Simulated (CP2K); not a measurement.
# TiC in CP2K: the effect of functional

TiC:

```
Ti C
1.0
     3.06279    0.00000    0.00000
     1.53139    2.65245    0.00000
     1.53139    0.88415    2.50076
Ti C
1 1
Direct
  0.00000 0.00000 0.00000
  0.50000 0.50000 0.50000
```

The cell is a database's computed one.

Alike in all runs:

```yaml
Program: CP2K 2026.2
Task: atomic charges
Potentials_or_basis: POTENTIAL_UZH Ti GTH-PBE-q12, C GTH-PBE-q4; TZVP-MOLOPT-PBE-GTH basis
Density_cutoff: 9184 eV
k_mesh: 11 × 11 × 11
Occupations: fermi-dirac, width 0.05 eV
Spin: no spin polarisation
```

```csv
functional,pressure (GPa)
PBE,0.8
LDA,?
PBEsol,-5.4
PW91,0.8
BEEF-vdW,0.3
vdW-DF-cx,-3.8
r2SCAN,-0.3
```

What does the run with functional LDA give?

Pressure -9.4 GPa.

Caveats: the basis of atomic orbitals isn't converged, which shifts pressures, moduli and gaps; the potentials were made for another functional, which shifts forces and pressure (some runs).
